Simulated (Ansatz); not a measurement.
**Carrier properties of BaSnO3 (Pm-3m)**

Data:

```yaml
crystal:
  lattice:
    - [4.12190, 0.00000, 0.00000]
    - [0.00000, 4.12190, 0.00000]
    - [0.00000, 0.00000, 4.12190]
  atoms:
    - { symbol: Ba, position: [0.50000, 0.50000, 0.50000] }
    - { symbol: Sn, position: [0.00000, 0.00000, 0.00000] }
    - { symbol: O, position: [0.00000, 0.50000, 0.00000] }
    - { symbol: O, position: [0.50000, 0.00000, 0.00000] }
    - { symbol: O, position: [0.00000, 0.00000, 0.50000] }
```

Computed with PBEsol with spin-orbit coupling, rigid bands (plane waves, PAW; Ansatz, an electronic-structure program). How the cell was made: cell and atoms relaxed with PBEsol.

- band gap: 0.86 eV
- electron conductivity mass (300 K, dilute): 0.170 mₑ
- hole conductivity mass (300 K, dilute): 1.92 mₑ
- effective density of states N_c (300 K): 1.7e18 cm⁻³
- effective density of states N_v (300 K): 3.2e20 cm⁻³
- density-of-states mass, electrons: 0.168 mₑ
- density-of-states mass, holes: 5.4 mₑ
- Seebeck coefficient, n-type 1e19 cm⁻³, 300 K: -100 μV/K
- best n-type power factor at 300 K for τ = 10 fs (best axis; densities from 1e16 to 1e21 cm⁻³ tried, whether or not they can be reached): 1.57 μW/(cm·K²) at 1e19 cm⁻³
- Seebeck coefficient, p-type 1e19 cm⁻³, 300 K: 532 μV/K

Rigid bands; masses and Seebeck coefficients take one relaxation time τ for all states and one kind of carrier; polarons and phonon drag are left out.
